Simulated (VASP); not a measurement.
Si: single point with PBE

Crystal: Si.

```
CELL_PARAMETERS angstrom
0.00000 5.60528 5.60528
5.60528 0.00000 5.60528
5.60528 5.60528 0.00000
ATOMIC_POSITIONS crystal
Si 0.01967 0.00893 0.97942
Si 0.08134 0.17554 0.06595
Si 0.02623 0.95984 0.47557
Si 0.06994 0.13172 0.60922
Si 0.20840 0.42443 0.92321
Si 0.96328 0.68577 0.15427
Si 0.85414 0.52131 0.49014
Si 0.08946 0.56510 0.63393
Si 0.65430 0.91876 0.98870
Si 0.60901 0.19096 0.05238
Si 0.41323 0.14981 0.46666
Si 0.66031 0.17889 0.56194
Si 0.55042 0.55160 0.88892
Si 0.73697 0.52544 0.09215
Si 0.48418 0.50782 0.53488
Si 0.53740 0.76394 0.55280
```

The cell was built by a generator and needn't be a form met in nature.

```json
{"Program": "VASP 6.6.1", "Task": "single point", "Functional": "PBE", "Potentials or basis": "VASP PAW PBE potentials, release 64 (Si)", "Cutoff": "520 eV", "k mesh": "2 × 2 × 2", "Occupations": "fermi-dirac, width 0.3 eV", "Spin": "no spin polarisation", "Dipole correction": "no", "Further INCAR settings": "LREAL = Auto; ALGO = Fast; EDIFF = 1e-06; NBANDS = 46"}
```

- Pressure: -3.5 GPa
- Largest force: 4.032 eV/Å
- Band gap on the k mesh: none (metal or under the smearing width)

Forces on the atoms (eV/Å):
```
Si  -2.200 -2.583 -2.179
Si   2.870  2.213 -0.187
Si  -0.416 -1.004 -0.249
Si   0.947  0.270  0.590
Si   1.183 -0.165  2.090
Si  -1.779 -1.618  0.871
Si  -0.047  2.803 -0.752
Si   0.014 -0.444  0.647
Si  -1.305  0.087 -0.373
Si   1.279  0.886  0.243
Si  -1.162  0.198  0.580
Si  -1.347  0.956 -1.370
Si  -0.009  0.693 -0.035
Si   0.061 -0.312  0.078
Si   0.917 -1.403 -0.029
Si   0.996 -0.577  0.075
```

Stress tensor (GPa, compression positive):
```
-2.45  0.79  2.96
 0.79 -6.94  1.48
 2.96  1.48 -0.97
```

Levels at points of the mesh, in eV from the Fermi level:
```
           k point  band 28  band 29  band 30  band 31  band 32  band 33  band 34  band 35  band 36  band 37
(0.00, 0.00, 0.00)    -0.91    -0.75    -0.56    -0.34    -0.22     0.00     0.11     0.45     0.54     0.65
(0.50, 0.00, 0.00)    -1.07    -0.89    -0.68    -0.42    -0.38     0.09     0.29     0.67     0.85     1.02
(0.00, 0.50, 0.00)    -1.46    -1.33    -0.92    -0.49    -0.18     0.28     0.35     0.56     1.20     1.25
(0.00, 0.00, 0.50)    -1.29    -1.22    -0.85    -0.44    -0.37    -0.01     0.23     0.48     1.03     1.15
(0.50, 0.50, 0.50)    -1.25    -1.09    -0.80    -0.25    -0.06     0.31     0.69     0.92     0.97     1.14
(0.50, 0.50, 0.00)    -1.36    -1.02    -0.52    -0.26    -0.01     0.38     0.82     1.01     1.17     1.22
(0.00, 0.50, 0.50)    -1.50    -1.11    -0.70    -0.57     0.29     0.40     0.49     0.72     1.03     1.21
(0.50, 0.00, 0.50)    -1.28    -1.15    -0.92    -0.46    -0.03     0.12     0.36     0.89     1.31     1.49
```

Wall time 7.4 min on 1 thread of AMD EPYC 7R43 64-Core Processor (Zen 3), on a shared host, peak memory 0.41 GiB.

Caveat: the k mesh is coarse (spacing up to 0.49 Å⁻¹), so the values aren't converged; forces of over 1 eV/Å show positions far from the minimum, so gaps and moduli don't describe the material at rest.
